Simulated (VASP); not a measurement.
# What goes wrong when SiNi is relaxed with a bad input

Aim: see how common mistakes in a VASP relaxation show up, on SiNi. The starting structure is a computed structure from the Materials Project. The first relaxation on each setting starts from this cell expanded by 3 % in volume.

Calculated with VASP 6.6.1; Kohn-Sham DFT with plane waves and PAW; PBEsol.

## 1. The structure

Symmetry: Pmmn, No. 59, orthorhombic system. Conventional cell: a = 2.943 Å, b = 3.280 Å, c = 4.677 Å, α = 90.00°, β = 90.00°, γ = 90.00°. Nearest to Ni lie 6 Si at 2.34 to 2.37 Å. Nearest to Si lie 6 Ni at 2.34 to 2.37 Å. Farther neighbours are not listed.

As a file:

```cif
data_structure
_symmetry_space_group_name_H-M 'Pmmn:1'
_symmetry_Int_Tables_number 59
_cell_length_a 2.9428
_cell_length_b 3.2803
_cell_length_c 4.6774
_cell_angle_alpha 90.000
_cell_angle_beta 90.000
_cell_angle_gamma 90.000
_cell_volume 45.15
loop_
_atom_site_label
_atom_site_type_symbol
_atom_site_symmetry_multiplicity
_atom_site_Wyckoff_symbol
_atom_site_fract_x
_atom_site_fract_y
_atom_site_fract_z
_atom_site_occupancy
Ni1 Ni 2 a 0.50000 0.50000 0.34250 1
Si1 Si 2 a 0.50000 0.50000 0.84314 1
```

## 2. Reference relaxation

This run starts from the cell of an earlier relaxation, which isn't shown; the restart sets up the plane waves anew.

File INCAR:

```
SYSTEM = SiNi
PREC = Accurate
ENCUT = 450
EDIFF = 1E-06
NELM = 100
ISMEAR = 0
SIGMA = 0.05
LREAL = .FALSE.
ALGO = Normal
GGA = PS
NBANDS = 22
ISPIN = 2
MAGMOM = 1 -1 0 0
LASPH = .TRUE.
LMAXMIX = 4
LORBIT = 11
LWAVE = .FALSE.
LCHARG = .FALSE.
KPAR = 8
IBRION = 2
NSW = 50
ISIF = 3
EDIFFG = -0.006
```

File POSCAR:

```
SiNi
1.0
    2.9410805636      0.0000000000      0.0000000000
    0.0000000000      3.2843103860      0.0000000000
    0.0000000000      0.0000000000      4.6796652644
Ni Si
2 2
Direct
    0.5000000000      0.5000000000      0.3430110135
    0.0000000000      0.0000000000      0.6569889865
    0.5000000000      0.5000000000      0.8419820028
    0.0000000000      0.0000000000      0.1580179972
```

File KPOINTS:

```
Automatic mesh
0
Gamma
12 10 8
0 0 0
```

Potentials, in the order of the species: Ni and Si (PBE family, release 64).

Started as:

```
$ mpirun -np 8 vasp_std
```

Output:

```text
[banner, memory and clock lines left out]
running    8 mpi-ranks, on    1 nodes
 distrk:  each k-point on    1 cores,    8 groups
 distr:  one band on    1 cores,    1 groups

 POSCAR found type information on POSCAR NiSi
 POSCAR found :  2 types and       4 ions
|                                                                             |
|           W    W    AA    RRRRR   N    N  II  N    N   GGGG   !!!           |
|           W    W   A  A   R    R  NN   N  II  NN   N  G    G  !!!           |
|           W    W  A    A  R    R  N N  N  II  N N  N  G       !!!           |
|           W WW W  AAAAAA  RRRRR   N  N N  II  N  N N  G  GGG   !            |
|           WW  WW  A    A  R   R   N   NN  II  N   NN  G    G                |
|           W    W  A    A  R    R  N    N  II  N    N   GGGG   !!!           |
|                                                                             |
|     For optimal performance we recommend to set                             |
|       NCORE = 2 up to number-of-cores-per-socket                            |
|     NCORE specifies how many cores store one orbital (NPAR=cpu/NCORE).      |
|     This setting can greatly improve the performance of VASP for DFT.       |
|     The default, NCORE=1 might be grossly inefficient on modern             |
|     multi-core architectures or massively parallel machines. Do your        |
|     Unfortunately you need to use the default for GW and RPA                |
|     calculations (for HF NCORE is supported but not extensively tested      |
|     yet).                                                                   |
|                                                                             |

|                                                                             |
|               ----> ADVICE to this user running VASP <----                  |
|                                                                             |
|     You enforced a specific xc type in the INCAR file but a different       |
|     [... a line on the potential file left out ...]
|     I HOPE YOU KNOW WHAT YOU ARE DOING!                                     |
|                                                                             |

 LDA part: xc-table for (Slater+PW92), standard interpolation
 POSCAR, INCAR and KPOINTS ok, starting setup
 FFT: planning ... GRIDC
 FFT: planning ... GRID_SOFT
 FFT: planning ... GRID
 WAVECAR not read
 entering main loop
       N       E                     dE             d eps       ncg     rms          rms(c)
DAV:   1     0.131603647741E+03    0.13160E+03   -0.11173E+04 18504   0.135E+03
DAV:   2    -0.222908331863E+02   -0.15389E+03   -0.14507E+03 18768   0.271E+02
DAV:   3    -0.294570982601E+02   -0.71663E+01   -0.69941E+01 22226   0.701E+01
DAV:   4    -0.296146276072E+02   -0.15753E+00   -0.15734E+00 21112   0.954E+00
DAV:   5    -0.296194717784E+02   -0.48442E-02   -0.48436E-02 22854   0.176E+00    0.217E+01
DAV:   6    -0.350115215880E+02   -0.53920E+01   -0.64257E+01 21648   0.152E+02    0.275E+01
DAV:   7    -0.260024460694E+02    0.90091E+01   -0.22725E+01 21314   0.956E+01    0.421E+00
DAV:   8    -0.260096018252E+02   -0.71558E-02   -0.20476E+00 28014   0.152E+01    0.246E+00
DAV:   9    -0.259657699350E+02    0.43832E-01   -0.18475E-01 25008   0.625E+00    0.538E-01
DAV:  10    -0.259655859236E+02    0.18401E-03   -0.75574E-03 26562   0.139E+00    0.307E-01
DAV:  11    -0.259651147494E+02    0.47117E-03   -0.47975E-04 26274   0.236E-01    0.168E-01
DAV:  12    -0.259650345391E+02    0.80210E-04   -0.13363E-04 28196   0.196E-01    0.644E-02
DAV:  13    -0.259650316635E+02    0.28756E-05   -0.15394E-05 21992   0.409E-02    0.228E-02
DAV:  14    -0.259650292883E+02    0.23752E-05   -0.23209E-06 16014   0.238E-02    0.127E-02
DAV:  15    -0.259650279005E+02    0.13877E-05   -0.21087E-06 14852   0.163E-02    0.315E-03
DAV:  16    -0.259650278157E+02    0.84841E-07   -0.84930E-07 11232   0.786E-03
   1 F= -.25965028E+02 E0= -.25964566E+02  d E =-.259650E+02  mag=    -0.0000
 curvature:   0.00 expect dE= 0.000E+00 dE for cont linesearch  0.000E+00
 trial: gam= 0.00000 g(F)=  0.134E-05 g(S)=  0.316E-06 ort = 0.000E+00 (trialstep = 0.100E+01)
 search vector abs. value=  0.166E-05
 reached required accuracy - stopping structural energy minimisation
```

It took 24 s on 8 MPI ranks of Intel Xeon 6975P-C (Granite Rapids), shared host; peak memory 2.8 GiB.

The logs omit lines about the potential files and the build; timing stands in the text.

Parts of OUTCAR (step 2):

```text
ion  position               nearest neighbor table
   1  0.500  0.500  0.343-   3 2.34   3 2.34   4 2.37   4 2.37   4 2.37   4 2.37   2 2.65   2 2.65
                             2 2.65   2 2.65
   2  0.000  0.000  0.657-   4 2.34   4 2.34   3 2.37   3 2.37   3 2.37   3 2.37   1 2.65   1 2.65
                             1 2.65   1 2.65
   3  0.500  0.500  0.842-   1 2.34   1 2.34   2 2.37   2 2.37   2 2.37   2 2.37   4 2.65   4 2.65
                             4 2.65   4 2.65
   4  0.000  0.000  0.158-   2 2.34   2 2.34   1 2.37   1 2.37   1 2.37   1 2.37   3 2.65   3 2.65
                             3 2.65   3 2.65

  LATTYP: Found a simple orthorhombic cell.
 ALAT       =     2.9410805636
 B/A-ratio  =     1.1167019451
 C/A-ratio  =     1.5911380743

 Subroutine GETGRP returns: Found  8 space group operations
 (whereof  4 operations were pure point group operations)

The static configuration has the point symmetry C_2v.
 The point group associated with its full space group is D_2h.

 Found    210 irreducible k-points:

   k-points           NKPTS =    210   k-points in BZ     NKDIM =    210   number of bands    NBANDS=     22

   dimension x,y,z NGX =    20 NGY =   24 NGZ =   32
   dimension x,y,z NGXF=    40 NGYF=   48 NGZF=   64

   ENCUT  =  450.0 eV  33.07 Ry    5.75 a.u.   5.09  5.68  8.09*2*pi/ulx,y,z

   NELECT =      28.0000    total number of electrons

 k-points in reciprocal lattice and weights: Automatic mesh
   0.00000000  0.00000000  0.00000000       0.001
   0.08333333  0.00000000  0.00000000       0.002
   0.16666667  0.00000000  0.00000000       0.002
   0.25000000  0.00000000  0.00000000       0.002
   0.33333333  0.00000000  0.00000000       0.002
   0.41666667  0.00000000  0.00000000       0.002
   0.50000000  0.00000000  0.00000000       0.001
   0.00000000  0.10000000  0.00000000       0.002
   0.08333333  0.10000000  0.00000000       0.004
[...]
0.41666667  0.50000000  0.50000000       0.002
   0.50000000  0.50000000  0.50000000       0.001

 average (electrostatic) potential at core
       1 -80.3174       2 -80.3174       3 -78.1582       4 -78.1582

 E-fermi :  11.5767

 spin component 1
 k-point     1 :       0.0000    0.0000    0.0000
  band No.  band energies     occupation
    ...
     10       8.8853      1.00000
     11       9.2721      1.00000
     12       9.5629      1.00000
     13       9.5909      1.00000
     14      10.2496      1.00000
     15      12.9209      0.00000
     16      14.3536      0.00000
     17      16.8024      0.00000
     18      17.2255      0.00000
     19      18.9338      0.00000
    ...

 k-point     2 :       0.0833    0.0000    0.0000
  band No.  band energies     occupation
    ...
     10       9.0452      1.00000
     11       9.2168      1.00000
     12       9.3296      1.00000
     13       9.5670      1.00000
     14      10.6681      1.00000
     15      12.1357      0.00000
     16      14.4443      0.00000
     17      16.8990      0.00000
     18      18.1485      0.00000
     19      18.1609      0.00000
    ...

 k-point     3 :       0.1667    0.0000    0.0000
  band No.  band energies     occupation
    ...
     11       9.2083      1.00000
     12       9.3512      1.00000
     13       9.5817      1.00000
     14      11.0441      1.00000
     15      11.3675      1.00000
     16      14.6902      0.00000
     17      16.7361      0.00000
     18      17.1643      0.00000
     19      17.5566      0.00000
     20      19.9932      0.00000
    ...

 k-point     4 :       0.2500    0.0000    0.0000
  band No.  band energies     occupation
    ...
     10       8.6358      1.00000
     11       9.1901      1.00000
     12       9.2884      1.00000
     13       9.7268      1.00000
     14      10.4884      1.00000
     15      12.1590      0.00000
     16      15.0198      0.00000
     17      15.3588      0.00000
     18      16.2046      0.00000
     19      17.4651      0.00000
    ...

 k-point     5 :       0.3333    0.0000    0.0000
  band No.  band energies     occupation
    ...
     10       8.8313      1.00000
     11       9.0071      1.00000
     12       9.2732      1.00000
     13       9.8748      1.00000
     14      10.2613      1.00000
     15      13.0351      0.00000
     16      14.2668      0.00000
     17      14.5741      0.00000
     18      15.9474      0.00000
     19      17.2618      0.00000
    ...

 k-point     6 :       0.4167    0.0000    0.0000
  band No.  band energies     occupation
    ...
     10       8.9517      1.00000
     11       9.0146      1.00000
     12       9.1654      1.00000
     13       9.9699      1.00000
     14      10.1104      1.00000
     15      13.5821      0.00000
     16      13.7356      0.00000
     17      14.0098      0.00000
     18      16.2575      0.00000
     19      16.6817      0.00000
    ...

  Total       -0.0003180      0.0044527     -0.0025076      0.0000000      0.0000000      0.0000000
  in kB       -0.0112729      0.1578230     -0.0888803      0.0000000      0.0000000      0.0000000
  external PRESSURE =       0.0192233 kB  Pullay stress =       0.0000000 kB

  energy-cutoff  :      450.00
  volume of cell :       45.20
      direct lattice vectors                 reciprocal lattice vectors
     2.941080564  0.000000000  0.000000000     0.340011087  0.000000000  0.000000000
     0.000000000  3.284310386  0.000000000     0.000000000  0.304477922  0.000000000
     0.000000000  0.000000000  4.679665264     0.000000000  0.000000000  0.213690498

 POSITION                                       TOTAL-FORCE (eV/Angst)
 -----------------------------------------------------------------------------------
      1.47054      1.64216      1.60518         0.000000      0.000000     -0.002656
      0.00000      0.00000      3.07449         0.000000      0.000000      0.002656
      1.47054      1.64216      3.94019         0.000000      0.000000     -0.002624
      0.00000      0.00000      0.73947         0.000000      0.000000      0.002624
 -----------------------------------------------------------------------------------
    total drift:                               -0.000000      0.000000      0.000000

  FREE ENERGIE OF THE ION-ELECTRON SYSTEM (eV)
  ---------------------------------------------------
  free  energy   TOTEN  =       -25.9650278157 eV

  energy  without entropy=      -25.9641040951  energy(sigma->0) =      -25.96456596

 reached required accuracy - stopping structural energy minimisation

 total charge
# of ion       s       p       d       tot
------------------------------------------
    1        0.489   0.633   8.480   9.601
    2        0.489   0.633   8.480   9.601
    3        0.747   0.867   0.000   1.614
    4        0.747   0.867   0.000   1.614
--------------------------------------------------
tot          2.471   3.000  16.959  22.431

 magnetization (x)
# of ion       s       p       d       tot
------------------------------------------
    1       -0.000  -0.000   0.000   0.000
    2        0.000   0.000  -0.000  -0.000
    3        0.000   0.000   0.000   0.000
    4       -0.000  -0.000   0.000  -0.000
--------------------------------------------------
tot          0.000   0.000   0.000   0.000

[... 1 further part left out ...]
```

CONTCAR:

```
SiNi
   1.00000000000000
     2.9410805635999999    0.0000000000000000    0.0000000000000000
     0.0000000000000000    3.2843103860000000    0.0000000000000000
     0.0000000000000000    0.0000000000000000    4.6796652643999996
  Ni              Si
     2     2
Direct
     0.5000000000000000    0.5000000000000000    0.3430110135000035
     0.0000000000000000    0.0000000000000000    0.6569889864999965
     0.5000000000000000    0.5000000000000000    0.8419820028000018
     0.0000000000000000    0.0000000000000000    0.1580179971999982
```

The moments of the start collapse, so the state is non-magnetic; other starts or orders were not tried. The PAW data sets were made with PBE, which is usual practice but a small mismatch for other functionals. The run keeps the 8 symmetry operations of its start, so it cannot find a distortion of lower symmetry.

The reference relaxation ends at 11.301 Å³ an atom. Pressures at 0.985 and 1.015 times this volume, from two more relaxations that aren't shown, give a bulk modulus of 189.7 GPa.

## 3. Relaxation with too few ionic steps

A slip made on purpose: too few ionic steps. Against step 2 the input has NSW = 2 (also changed: NELM).

Changes to INCAR since step 2:

```diff
@@ -4,3 +4,3 @@
 EDIFF = 1E-06
-NELM = 100
+NELM = 60
 ISMEAR = 0
@@ -20,3 +20,3 @@
 IBRION = 2
-NSW = 50
+NSW = 2
 ISIF = 3
```

File POSCAR:

```
SiNi
1.0
    2.9719088982      0.0000000000      0.0000000000
    0.0000000000      3.3128061231      0.0000000000
    0.0000000000      0.0000000000      4.7237611261
Ni Si
2 2
Direct
    0.5000000000      0.5000000000      0.3424955900
    0.0000000000      0.0000000000      0.6575044100
    0.5000000000      0.5000000000      0.8431431600
    0.0000000000      0.0000000000      0.1568568400
```

KPOINTS is that of step 2.

Started as:

```
$ mpirun -np 8 vasp_std
```

Output:

```text
[banner, memory and clock lines left out]
running    8 mpi-ranks, on    1 nodes
[...]
[... a notice as in an earlier step ...]

 [... a notice as in an earlier step ...]

 LDA part: xc-table for (Slater+PW92), standard interpolation
 POSCAR, INCAR and KPOINTS ok, starting setup
[...]
entering main loop
       N       E                     dE             d eps       ncg     rms          rms(c)
DAV:   1     0.130474314082E+03    0.13047E+03   -0.11189E+04 18496   0.134E+03
DAV:   2    -0.222775759457E+02   -0.15275E+03   -0.14403E+03 18768   0.270E+02
DAV:   3    -0.293908738296E+02   -0.71133E+01   -0.69417E+01 22298   0.698E+01
DAV:   4    -0.295481355656E+02   -0.15726E+00   -0.15706E+00 21132   0.951E+00
[...]
DAV:  14    -0.259424412062E+02    0.25482E-05   -0.31199E-06 18776   0.269E-02    0.135E-02
DAV:  15    -0.259424397610E+02    0.14452E-05   -0.18937E-06 13688   0.176E-02    0.329E-03
DAV:  16    -0.259424396831E+02    0.77929E-07   -0.97416E-07 11478   0.783E-03
   1 F= -.25942440E+02 E0= -.25941924E+02  d E =-.259424E+02  mag=    -0.0000
[...]
N       E                     dE             d eps       ncg     rms          rms(c)
DAV:   1    -0.275420307743E+02   -0.15996E+01   -0.13828E+01 20676   0.592E+01    0.120E+01
DAV:   2    -0.291822210533E+02   -0.16402E+01   -0.22081E+01 21500   0.925E+01    0.142E+01
DAV:   3    -0.259498079372E+02    0.32324E+01   -0.89658E+00 21492   0.598E+01    0.157E+00
DAV:   4    -0.259583788290E+02   -0.85709E-02   -0.46016E-01 22036   0.458E+00    0.141E+00
DAV:   5    -0.259386052880E+02    0.19774E-01   -0.41354E-02 24326   0.344E+00    0.407E-01
DAV:   6    -0.259379137364E+02    0.69155E-03   -0.34360E-03 21554   0.625E-01    0.150E-01
DAV:   7    -0.259379534079E+02   -0.39672E-04   -0.16415E-04 24300   0.909E-02    0.549E-02
DAV:   8    -0.259379371060E+02    0.16302E-04   -0.34407E-05 26110   0.951E-02    0.946E-03
DAV:   9    -0.259379367434E+02    0.36262E-06   -0.38718E-06 20582   0.146E-02
   2 F= -.25937937E+02 E0= -.25937473E+02  d E =0.450294E-02  mag=    -0.0000
 trial-energy change:    0.004503  1 .order    0.007706   -0.091907    0.107319
 step:   0.4854(harm=  0.4613)  dis= 0.00359  next Energy=   -25.965113 (dE=-0.227E-01)
```

Elapsed: 40 s, on 8 MPI ranks; peak memory 3 GiB.

OUTCAR, selected parts (step 3):

```text
  Total        1.3815854      1.6336022      2.4286271      0.0000000      0.0000000      0.0000000
  in kB       50.3896106     59.5812433     88.5776373      0.0000000      0.0000000      0.0000000
  external PRESSURE =      66.1828304 kB  Pullay stress =       0.0000000 kB

 POSITION                                       TOTAL-FORCE (eV/Angst)
 -----------------------------------------------------------------------------------
      1.46133      1.62680      1.58087         0.000000      0.000000      0.149261
      0.00000      0.00000      3.03872         0.000000      0.000000     -0.149261
      1.46133      1.62680      3.88775         0.000000      0.000000      0.086167
      0.00000      0.00000      0.73184         0.000000      0.000000     -0.086167
 -----------------------------------------------------------------------------------
    total drift:                                0.000000      0.000000      0.000000

  FREE ENERGIE OF THE ION-ELECTRON SYSTEM (eV)
  ---------------------------------------------------
  free  energy   TOTEN  =       -25.9379367434 eV

  energy  without entropy=      -25.9370100926  energy(sigma->0) =      -25.93747342

 magnetization (x)
# of ion       s       p       d       tot
------------------------------------------
    1       -0.000  -0.000  -0.000  -0.000
    2        0.000   0.000   0.000   0.000
    3        0.000  -0.000   0.000   0.000
    4       -0.000   0.000   0.000  -0.000
--------------------------------------------------
tot          0.000   0.000   0.000   0.000

[... 1 part as in an earlier step ...]

[... 2 further parts left out ...]
[key lines of the parts left out:]
E-fermi :  12.0284
```

The relaxation used up its 2 ionic steps (NSW) before forces and stress met EDIFFG.

(Part 1 of 2 ends here.)

[Lines on the potential files, build, host, timing and source positions are cut from VASP's logs without a mark.]

[Logs are printed without paths, hosts, clocks, repeated set-up lines and the standing remarks that a program may print on its own settings, such as how far it seeks lower states.]

[Hosts, paths, dates, database ids (printed as entryN), source tags and the programs' standing remarks are cut or masked in the printed files.]
